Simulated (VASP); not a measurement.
# CaO (P6_3/mmc) in VASP: notebook, part 2 of 2

VASP 6.6.1. Earlier steps stand in the parts before.

## 3. Single point, LDA (strain +0.050 along x and y, +0.000 along z, atoms carried along)

The input, INCAR:

```
SYSTEM = CaO
PREC     = Accurate       ! precision mode
ENCUT    = 520            ! plane-wave cutoff, eV
EDIFF    = 1E-6           ! SCF threshold, eV
ISMEAR   = 0              ! smearing method
SIGMA    = 0.05           ! smearing width, eV
LREAL    = .FALSE.        ! projectors in reciprocal space
LASPH    = .TRUE.         ! aspherical terms in the spheres
NELM     = 100            ! most SCF steps
ALGO     = Fast           ! electronic algorithm
ISIF     = 2              ! what is computed and relaxed
LWAVE    = .FALSE.        ! write WAVECAR
LCHARG   = .FALSE.        ! write CHGCAR
NBANDS   = 24             ! bands
```

The input, KPOINTS:

```
Automatic mesh
0
G
  9 9 6
  0 0 0
```

The input, POSCAR:

```
CaO
1.0
    4.1915746157      0.0000000000      0.0000000000
   -2.0957873078      3.6300100991      0.0000000000
    0.0000000000      0.0000000000      4.7848400100
Ca O
2 2
Direct
    0.3333333333      0.6666666667      0.7500000000
    0.6666666667      0.3333333333      0.2500000000
    0.3333333333      0.6666666667      0.2500000000
    0.6666666667      0.3333333333      0.7500000000
```

Potentials or basis: VASP PAW LDA potentials, release 64 (Ca_sv, O).

Started as:

```console
> cat potpaw_LDA.64/Ca_sv/POTCAR potpaw_LDA.64/O/POTCAR > POTCAR
> mpirun -np 1 vasp_std > vasp.out
```

It took 99 s on 1 thread of Intel Xeon Platinum 8259CL at 2.50GHz (Skylake/Cascade Lake), shared host; peak memory 0.2 GiB.

Results (log left out):

```
Free energy            : -27.5808 eV
Pressure               : -10.8 GPa
Band gap on the k mesh : 2.56 eV, direct
```

Stress tensor (GPa, compression positive):
```
-11.45   0.00   0.00
  0.00 -11.45   0.00
  0.00   0.00  -9.42
```

Levels at points of the mesh, in eV from the valence-band top:
| k point | band 13 | band 14 | band 15 | band 16 | band 17 | band 18 | band 19 | band 20 |
| --- | --- | --- | --- | --- | --- | --- | --- | --- |
| (0.00, 0.00, 0.00) | -1.04 | -1.02 | -1.02 | 0.00 | 2.56 | 5.64 | 5.64 | 7.16 |
| (0.00, 0.00, 0.50) | -1.22 | -1.22 | -1.22 | -1.22 | 4.32 | 4.32 | 7.24 | 7.24 |

Caveat: an odd mesh through Γ misses points on the zone boundary, where band edges often lie.

## 4. Single point, LDA (strain +0.025 along x and y, -0.050 along z, atoms carried along)

The input, INCAR:

```
SYSTEM = CaO
ALGO     = Normal         ! electronic algorithm
EDIFF    = 1E-7           ! SCF threshold, eV
ENCUT    = 520            ! plane-wave cutoff, eV
GGA      = CA             ! functional
ISIF     = 2              ! what is computed and relaxed
ISMEAR   = 0              ! smearing method
LASPH    = .TRUE.         ! aspherical terms in the spheres
LCHARG   = .FALSE.        ! write CHGCAR
LREAL    = .FALSE.        ! projectors in reciprocal space
LWAVE    = .FALSE.        ! write WAVECAR
NBANDS   = 24             ! bands
NELM     = 100            ! most SCF steps
PREC     = Accurate       ! precision mode
SIGMA    = 0.05           ! smearing width, eV
```

The input, KPOINTS:

```
k-points
0
G
  9 9 6
  0 0 0
```

The input, POSCAR:

```
CaO
1.0
    4.0917752201      0.0000000000      0.0000000000
   -2.0458876100      3.5435812872      0.0000000000
    0.0000000000      0.0000000000      4.5455980095
Ca O
2 2
Direct
    0.3333333333      0.6666666667      0.7500000000
    0.6666666667      0.3333333333      0.2500000000
    0.3333333333      0.6666666667      0.2500000000
    0.6666666667      0.3333333333      0.7500000000
```

Started as:

```console
> cat potpaw_LDA.64/Ca_sv/POTCAR potpaw_LDA.64/O/POTCAR > POTCAR
> mpirun -np 1 vasp_std > vasp.out
```

Wall time 61 s (1 thread of Intel Xeon Platinum 8259CL at 2.50GHz (Skylake/Cascade Lake), shared host); peak memory 0.19 GiB.

The run converged. Its results:

| Quantity | Value |
| --- | --- |
| Free energy | -27.8486 eV |
| Pressure | -3.1 GPa |
| Band gap on the k mesh | 2.69 eV, direct |

Stress tensor (GPa, compression positive):
```
-6.67  0.00  0.00
 0.00 -6.67  0.00
 0.00  0.00  3.89
```

Levels at points of the mesh, in eV from the valence-band top:
```csv
k point,band 13,band 14,band 15,band 16,band 17,band 18,band 19,band 20
"(0.00, 0.00, 0.00)",-1.28,-1.28,-0.93,0.00,2.69,5.75,5.75,7.80
"(0.00, 0.00, 0.50)",-1.52,-1.52,-1.52,-1.52,4.50,4.50,7.70,7.70
```

Caveat: an odd mesh through Γ misses points on the zone boundary, where band edges often lie.

## 5. Single point, LDA (strain -0.050 along x and y, -0.025 along z, atoms carried along)

The input, INCAR:

```
ALGO = Normal
EDIFF = 1E-7
ENCUT = 520
ISIF = 2
ISMEAR = 0
LASPH = True
LCHARG = False
LREAL = False
LWAVE = False
NBANDS = 24
NELM = 100
PREC = Accurate
SIGMA = 0.05
```

The input, KPOINTS:

```
k-points
0
Gamma
  9 9 6
```

The input, POSCAR:

```
CaO
1.0
    3.7923770333      0.0000000000      0.0000000000
   -1.8961885166      3.2842948516      0.0000000000
    0.0000000000      0.0000000000      4.6652190097
Ca O
2 2
Direct
    0.3333333333      0.6666666667      0.7500000000
    0.6666666667      0.3333333333      0.2500000000
    0.3333333333      0.6666666667      0.2500000000
    0.6666666667      0.3333333333      0.7500000000
```

Potentials or basis: VASP PAW LDA potentials, release 64 (Ca_sv, O).

Started as:

```console
> cat potpaw_LDA.64/Ca_sv/POTCAR potpaw_LDA.64/O/POTCAR > POTCAR
> mpirun -np 1 vasp_std > vasp.out
```

OUTCAR:

```text
EDIFF = 1E-7
   ENCUT = 520
   ISIF = 2
   ISMEAR = 0
   LASPH = True
   LREAL = False
   NELM = 100
   PREC = Accurate

 ion  position               nearest neighbor table
   1  0.333  0.667  0.750-   4 2.19   4 2.19   4 2.19   3 2.33   3 2.33
   2  0.667  0.333  0.250-   3 2.19   3 2.19   3 2.19   4 2.33   4 2.33
   3  0.333  0.667  0.250-   2 2.19   2 2.19   2 2.19   1 2.33   1 2.33
   4  0.667  0.333  0.750-   1 2.19   1 2.19   1 2.19   2 2.33   2 2.33

  LATTYP: Found a hexagonal cell.
 ALAT       =     3.7923770333
[... 841 lines left out ...]
     23      11.0106      0.00000
     24      11.1221      0.00000

 [... further k-points ...]
[... 5 lines left out ...]
  --------------------------------------------------------------------------------------
  -------------------------------------------------------------------------------------
  Total        3.6857244      3.6857244      1.9366798      0.0000000      0.0000000      0.0000000
  in kB      101.6266850    101.6266850     53.4001797      0.0000000      0.0000000      0.0000000
  external PRESSURE =      85.5511833 kB  Pullay stress =       0.0000000 kB

 VOLUME and BASIS-vectors are now :
 -----------------------------------------------------------------------------
  energy-cutoff  :      520.00
  volume of cell :       58.11
      direct lattice vectors                 reciprocal lattice vectors
     3.792377033  0.000000000  0.000000000     0.263686862  0.152239681  0.000000000
    -1.896188517  3.284294852  0.000000000     0.000000000  0.304479362  0.000000000
     0.000000000  0.000000000  4.665219010     0.000000000  0.000000000  0.214352209

 POSITION                                       TOTAL-FORCE (eV/Angst)
 -----------------------------------------------------------------------------------
     -0.00000      2.18953      3.49891         0.000000     -0.000000      0.000000
      1.89619      1.09476      1.16630        -0.000000      0.000000      0.000000
     -0.00000      2.18953      1.16630         0.000000     -0.000000      0.000000
      1.89619      1.09476      3.49891        -0.000000      0.000000      0.000000
 -----------------------------------------------------------------------------------
    total drift:                               -0.000000      0.000000     -0.000000

  FREE ENERGIE OF THE ION-ELECTRON SYSTEM (eV)
  ---------------------------------------------------
  free  energy   TOTEN  =       -27.8700073569 eV

  energy  without entropy=      -27.8700073569  energy(sigma->0) =      -27.87000736
```

OSZICAR:

```text
N       E                     dE             d eps       ncg     rms          rms(c)
DAV:   1     0.324959640372E+03    0.32496E+03   -0.16574E+04  2304   0.136E+03
DAV:   2    -0.746528957245E+01   -0.33242E+03   -0.31270E+03  2736   0.397E+02
DAV:   3    -0.318252300070E+02   -0.24360E+02   -0.24211E+02  3728   0.105E+02
DAV:   4    -0.327352042622E+02   -0.90997E+00   -0.90881E+00  3240   0.166E+01
DAV:   5    -0.327519211772E+02   -0.16717E-01   -0.16716E-01  3240   0.183E+00    0.131E+01
DAV:   6    -0.281409687216E+02    0.46110E+01   -0.20426E+01  3136   0.301E+01    0.524E+00
DAV:   7    -0.279963516336E+02    0.14462E+00   -0.24756E+00  2976   0.107E+01    0.277E+00
DAV:   8    -0.278833226517E+02    0.11303E+00   -0.37801E-01  3152   0.469E+00    0.866E-01
DAV:   9    -0.278693690952E+02    0.13954E-01   -0.77996E-02  2888   0.193E+00    0.199E-01
DAV:  10    -0.278703829776E+02   -0.10139E-02   -0.77708E-03  2800   0.616E-01    0.129E-01
DAV:  11    -0.278702219214E+02    0.16106E-03   -0.49691E-03  3032   0.422E-01    0.107E-01
DAV:  12    -0.278700039473E+02    0.21797E-03   -0.96164E-04  2864   0.229E-01    0.129E-02
DAV:  13    -0.278700073695E+02   -0.34222E-05   -0.53212E-05  2904   0.493E-02    0.343E-03
DAV:  14    -0.278700074078E+02   -0.38291E-07   -0.18591E-06  3560   0.727E-03    0.157E-03
DAV:  15    -0.278700073569E+02    0.50870E-07   -0.20064E-07  2088   0.327E-03
   1 F= -.27870007E+02 E0= -.27870007E+02  d E =-.173804E-21
```

stdout:

```text
POSCAR found type information on POSCAR CaO
 POSCAR found :  2 types and       4 ions
 scaLAPACK will be used
 LDA part: xc-table for (Slater(with rela. corr.)+CA(PZ))
 , standard interpolation
 POSCAR, INCAR and KPOINTS ok, starting setup
 FFT: planning ... GRIDC
 FFT: planning ... GRID_SOFT
 FFT: planning ... GRID
 WAVECAR not read
 entering main loop
```

Run time: 51 s. Hardware: 1 thread of Intel Xeon Platinum 8259CL at 2.50GHz (Skylake/Cascade Lake), shared host; peak memory 0.19 GiB.

Results:

```
Free energy            : -27.8700 eV
Pressure               : 8.6 GPa
Band gap on the k mesh : 3.55 eV, direct
```

Caveat: an odd mesh through Γ misses points on the zone boundary, where band edges often lie.

## 6. Summary

```tsv
cell	gap on the mesh (eV)	pressure (GPa)
strain +0.000 along x and y, +0.050 along z, atoms carried along	2.92	-8.5
strain +0.050 along x and y, +0.000 along z, atoms carried along	2.56	-10.8
strain +0.025 along x and y, -0.050 along z, atoms carried along	2.69	-3.1
strain -0.050 along x and y, -0.025 along z, atoms carried along	3.55	8.6
```

Alike in all rows: task single point; level LDA; potentials or basis VASP PAW LDA potentials, release 64 (Ca_sv, O); no spin polarisation; k mesh 9 × 9 × 6; cutoff (eV) 520; smearing gaussian 0.05 eV.

Caveats: an odd mesh through Γ misses points on the zone boundary, where band edges often lie.

Total energies depend on the potentials used, so only differences within one code and one set of settings carry meaning.
